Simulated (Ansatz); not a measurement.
Start of a relaxation of LiS3:

```
Li S
1.0
     3.53553    2.04124    5.77350
    -3.53553    2.04124    5.77350
     0.00000   -4.08248    5.77350
Li S
2 6
Cartesian
  0.0000 0.0000 17.1727
  0.0000 0.0000 8.5125
  -1.6188 -1.2786 10.1036
  -0.2979 2.0412 10.1036
  1.9167 -0.7626 10.1036
  1.6188 1.2786 7.2169
  0.2979 -2.0412 7.2169
  -1.9167 0.7626 7.2169
```

Theory: Ansatz 0.2.0, DFT PBE, scalar-relativistic, plane waves, PAW. Cutoff 420 eV, Gaussian smearing, Γ-centred meshes. Cell and atoms relax first on a coarse mesh and then on a finer one. In between, the cell is made exact in the group found at 0.06 Å. In metals the finer mesh still leaves noise of several meV/atom or more. The steps can't lower the symmetry of their start. No spin polarisation.

A guess keeps its type if space group and coordination stay and the shape of the cell changes little (axis ratios within about 15 %, angles within 6°); the volume may change.

Question: Does this structure survive the relaxation?

Answer: It doesn't keep its type. The symmetry goes from R3c (No. 161) to R-3m (No. 166), and the primitive cell from 8 to 4 atoms. The volume per atom shrinks by 29.3 %, from 31.2 to 22.1 Å³. The shortest distance goes from 2.44 Å (Li–S) to 2.46 Å (S–S). Counting neighbours within 15 % of an atom's shortest distance, the start has Li 6, S 2 and the end Li 6, S 6. In detail, at the end Li has 6 S at 2.54 Å; S has 4 S at 2.46 Å and 2 Li at 2.54 Å.

```cif
data_structure
_symmetry_space_group_name_H-M 'R-3m:H'
_symmetry_Int_Tables_number 166
_cell_length_a 4.9280
_cell_length_b 4.9280
_cell_length_c 12.5996
_cell_angle_alpha 90.000
_cell_angle_beta 90.000
_cell_angle_gamma 120.000
_cell_volume 264.99
loop_
_atom_site_label
_atom_site_type_symbol
_atom_site_symmetry_multiplicity
_atom_site_Wyckoff_symbol
_atom_site_fract_x
_atom_site_fract_y
_atom_site_fract_z
_atom_site_occupancy
Li1 Li 3 a 0.00000 0.00000 0.00000 1
S1 S 9 d 0.16667 0.33333 0.83333 1
```

The last run used a 12×12×12 mesh for its 4-atom cell and Gaussian smearing of 0.10 eV. An odd number of electrons in the primitive cell allows no gap without spin; a larger cell or a magnetic state could open one. The cell is a metal run without spin; a magnetic state may lie lower. Symmetry constrained the relaxation, so the result can be a saddle point.
